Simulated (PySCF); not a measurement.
## Dipole moment and polarisability of acetone

Acetone, C₃H₆O.
Geometry (GFN2-xTB, Å), atoms numbered from 1 in this order:
```xyz
10
C3H6O angstrom
C      1.2677   -0.1456   -0.0918
C     -0.0296    0.6074   -0.2546
C     -1.2492   -0.1477    0.2143
O     -0.0877    1.7144   -0.7231
H      1.5005   -0.2262    0.9686
H      1.1750   -1.1515   -0.4939
H      2.0756    0.3822   -0.5913
H     -2.0993    0.5241    0.2980
H     -1.0589   -0.6326    1.1681
H     -1.4852   -0.9197   -0.5167
```

Level: wB97X-D/def2-SVPD (PySCF), static field, nuclei fixed, core orbitals frozen in the response. The polarisability tensor in these axes (au):

```
x   43.65 -0.44 -0.86
y   -0.44 43.26 -4.18
z   -0.86 -4.18 35.11
```

Q: Diagonalise the tensor; give its mean and Δα, where Δα² is half the sum of the squared differences of the eigenvalues.

A: Principal values 33.26, 43.74 and 45.03 au; mean 40.67 au = 6.03 Å³ = 6.71 × 10⁻⁴⁰ C²·m²/J; Δα = 11.18 au (27 % of the mean).

Q: What is the dipole moment, and where does it point?

A: (0.15, -2.91, 1.22) D, 3.16 D in size, pointing from the negative to the positive side. Measured along this direction, the outermost atoms are O4 at the negative end and H9 and H6 at the positive end.

Q: In a dilute gas of rigid molecules at 273 K, how does the orientational term μ²/3kT compare with the electronic polarisability?

A: In Gaussian units μ²/3kT = 88.12 Å³ against 6.03 Å³, a ratio of 14.62; the Debye molar polarisation (4π/3)N_A(α + μ²/3kT) is 237.5 cm³/mol, leaving out the vibrational part.

Q: What depolarisation ratio follows for Rayleigh scattering of linearly polarised light, taking the static tensor?

A: ρ = 3Δα²/(45ᾱ² + 4Δα²) = 375.1/(74447 + 500.1) = 0.005.

Q: Give the eigenvalues of the traceless quadrupole moment Θ = ½Σq(3rr − r²1), origin at the centre of nuclear charge.

A: -5.38, 2.25, 3.14 D·Å. The values depend on the origin, since the dipole doesn't vanish. The electronic extent ⟨r²⟩ about the same centre is 290 bohr², a root-mean-square distance of 1.59 Å for the 32 electrons.

Q: What would n − 1 = 2πNα be for an ideal gas of these molecules at 400 K and 1 atm, electronic part alone?

A: N = p/kT = 1.8347 × 10¹⁹ cm⁻³, so n − 1 = 2π × N × 6.03 × 10⁻²⁴ cm³ = 695 × 10⁻⁶ at long wavelengths, for an ideal gas.

Geometry: GFN2-xTB; no solvent, vibrations or thermal averaging.

These values come from a run that also computed excited states. The run took 7.5 s wall on one thread, Arm Neoverse V2 (shared host).
